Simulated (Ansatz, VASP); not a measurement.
# One calculation of MnO2, two programs

```
Mn O
1.0
     2.92030    0.00000    0.00000
    -1.46015    2.52905    0.00000
     0.00000    0.00000    5.50702
Mn O
1 2
Direct
  0.00000 0.00000 0.00000
  0.33333 0.66667 0.17287
  0.66667 0.33333 0.82713
```

Alike in both runs: task single point; functional PBE; k mesh 6 × 6 × 4; occupations gaussian, width 0.05 eV; collinear spin; Hubbard terms Mn d U = 3.9 eV.

```csv
,VASP,Ansatz
version,VASP 6.6.1,Ansatz 0.2.0
potentials or method,"VASP PAW PBE potentials, release 64 (Mn_pv, O)","scalar-relativistic, plane waves, PAW"
plane-wave cutoff (eV),520,420
valence electrons in the cell,25,27
```

Ansatz gave:

```
gap on the k mesh at the Fermi level (eV)                     : 1.90
least direct gap on the mesh (eV)                             : 2.16
pressure (GPa)                                                : 0.0
largest component of the traceless stress (GPa)               : 0.01
rms of the force components (eV/Å)                            : 0.000
net moment per atom (μB)                                      : 1.00
size of the moment on the site where the two differ most (μB) : 2.87
```

**Question.** Estimate VASP's values.

**Answer.** gap on the k mesh at the Fermi level (eV): 1.92; least direct gap on the mesh (eV): 2.20; pressure (GPa): 0.4; largest component of the traceless stress (GPa): 0.12; rms of the force components (eV/Å): 0.041; net moment per atom (μB): 1.00; size of the moment on the site where the two differ most (μB): 3.24.

Site moments also hang on the region over which each program counts them. The programs project onto different local orbitals, so the same U acts differently. Atom by atom the forces differ by 0.040 eV/Å (rms over components). The two sets of potentials don't hold the same shells in valence.

Caveats: a cell with one magnetic atom can't hold antiferromagnetic order, which such compounds often take. A k mesh can miss the band edges. The state reached can hang on the start; a lower one may exist.
